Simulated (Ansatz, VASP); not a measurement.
## Nb: VASP beside Ansatz

```
Nb
1.0
     0.00000    2.12203    2.12203
     2.12203    0.00000    2.12203
     2.12203    2.12203    0.00000
Nb
1
Direct
  0.00000 0.00000 0.00000
```

Change from the starting cell: volume scaled by 1.01, PAW files.

Alike in both runs: task electric field gradients; functional PBE; k mesh 13 × 13 × 13; occupations fermi-dirac, width 0.08 eV; no spin polarisation.

|  | VASP | Ansatz |
| --- | --- | --- |
| version | VASP 6.6.1 | Ansatz 0.2.0 |
| potentials or method | VASP PAW PBE potentials, release 64 (Nb_sv) | PAW with Ansatz's default frozen-core files, scalar-relativistic |
| plane-wave cutoff (eV) | 520 | 420 |
| valence electrons in the cell | 13 | 13 |

VASP gave:

```
pressure (GPa)                                                 : -3.0
Vzz of the field gradient on the site that differs most (V/Å²) : 0.0
```

Question: What did Ansatz give for the same quantities?

Answer: Pressure (GPa): -2.7; Vzz of the field gradient on the site that differs most (V/Å²): 0.0.

With one functional, cell and mesh, what is left measures potentials, basis and numerics. Ansatz warned: «gradients_without_spin_orbit».
